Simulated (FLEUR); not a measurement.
TiSe2: equation of state with PBE

The system is TiSe2.

```
Se Ti
1.0
     3.53600    0.00000    0.00000
    -1.76800    3.06227    0.00000
     0.00000    0.00000    6.00400
Se Ti
2 1
Direct
  0.66667 0.33333 0.74480
  0.33333 0.66667 0.25520
  0.00000 0.00000 0.00000
```

| Quantity | Value |
| --- | --- |
| Program | FLEUR MaX-R8.1 (later development tree) |
| Task | equation of state |
| Functional | PBE |
| Potentials or basis | all-electron |
| Basis | FLAPW |
| Kmax | 4 1/bohr |
| k mesh | 9 × 9 × 5 |
| Occupations | fermi-dirac, width 0.05 eV |
| Spin | no spin polarisation |

```yaml
Equilibrium_volume: 22.12 Å³/atom
Bulk_modulus_at_fixed_shape_and_positions: 79 GPa
```

Energy against volume, from the lowest point:
```csv
volume (Å³/atom),energy (meV/atom)
20.371,37.72
20.804,19.65
21.671,0.26
22.538,0.00
22.971,5.61
```

Caveat: small basis for a fit; the plane-wave cutoff is short for the semicore states, which can make moduli rough; the cell was scaled at fixed shape and fractional positions, which overstates the stiffness of a crystal with free parameters, most of all of layers and chains; this functional lacks dispersion, which binds the layers, so the pressure and a relaxed spacing across them are unreliable.
